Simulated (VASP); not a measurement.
HgSe, 2 atoms in the cell. It takes space group F-43m (No. 216, cubic). Conventional cell: a = 6.078 Å, b = 6.078 Å, c = 6.078 Å, α = 90.00°, β = 90.00°, γ = 90.00°. Hg (site symmetry -43m) has 4 Se at 2.63 Å as nearest neighbours. Se (site symmetry -43m) is surrounded by 4 Hg at 2.63 Å. 

| Property | Result |
| --- | --- |
| Program | VASP 6.6.1 |
| Task | relaxation of cell and atoms |
| Functional | PBE |
| Potentials or basis | VASP PAW PBE potentials, release 64 (Hg, Se) |
| Cutoff | 600 eV |
| k mesh | 12 × 12 × 12 |
| Occupations | gaussian, width 0.1 eV |
| Spin | no spin polarisation |
| Dipole correction | no |
| Further INCAR settings | ALGO = Normal; EDIFF = 1e-07; IBRION = 2; EDIFFG = -0.005; NSW = 100; ISIF = 3 |

Potentials or basis: VASP PAW PBE potentials, release 64 (Hg, Se).

Launch:

```bash
$ cat potpaw_PBE.64/Hg/POTCAR potpaw_PBE.64/Se/POTCAR > POTCAR
$ mpirun -np 1 vasp_std > vasp.out
```

Hardware: 1 thread of Intel(R) Xeon(R) Platinum 8488C (Sapphire Rapids) (shared host).

Estimate the wall time of this run.

Run time: 80 s on 1 thread of Intel(R) Xeon(R) Platinum 8488C (Sapphire Rapids) (shared host), peak memory 0.26 GiB. Counts: scf iterations 35, k points 72, ion steps 3.
